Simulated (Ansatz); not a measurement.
**SiO2 in Ansatz: the effect of functional**

Crystal: SiO2.

```xyz
12
Lattice="4.9756 0.0000 0.0000 0.0000 4.9756 0.0000 0.0000 0.0000 6.9009" Properties=species:S:1:pos:R:3 pbc="T T T"
Si    3.9966    3.9966    3.4504
Si    3.4668    1.5088    1.7252
Si    1.5088    3.4668    5.1757
Si    0.9790    0.9790    0.0000
O     3.7902    0.5492    2.9815
O     4.4263    1.1854    0.4690
O     0.5492    3.7902    3.9194
O     1.3024    1.9386    5.6446
O     1.1854    4.4263    6.4319
O     3.6732    3.0370    2.1942
O     1.9386    1.3024    1.2562
O     3.0370    3.6732    4.7067
```

The cell comes from a database or a generator and needn't be the stable form of this composition.

Alike in all runs:

| Item | Value |
| --- | --- |
| Program | Ansatz 0.2.0 |
| Task | band structure |
| Potentials or basis | Ansatz PAW |
| k mesh | 6 × 6 × 4 |
| Occupations | fermi-dirac, width 0.05 eV |
| Spin | no spin polarisation |

Task: One run gave: gap on the mesh 5.49 eV; pressure -1.6 GPa; largest force 0.09 eV/Å. Which functional did it use?
A. LDA
B. PBEsol
C. r2SCAN

Result: A.

```tsv
functional	cutoff	gap on the mesh (eV)	pressure (GPa)	largest force (eV/Å)
LDA	420 eV (not typed: the program's choice for these potentials)	5.49	-1.6	0.09
PBEsol	420 eV (not typed: the program's choice for these potentials)	5.67	2.4	0.16
r2SCAN	500 eV (not typed: the program's choice for these potentials)	6.35	0.1	0.03
```

Caveats: the PAW data sets come from PBE, with cores solved anew for the run's functional, which leaves a small shift of forces and pressure.

Runs at the PBE level aren't shown here.
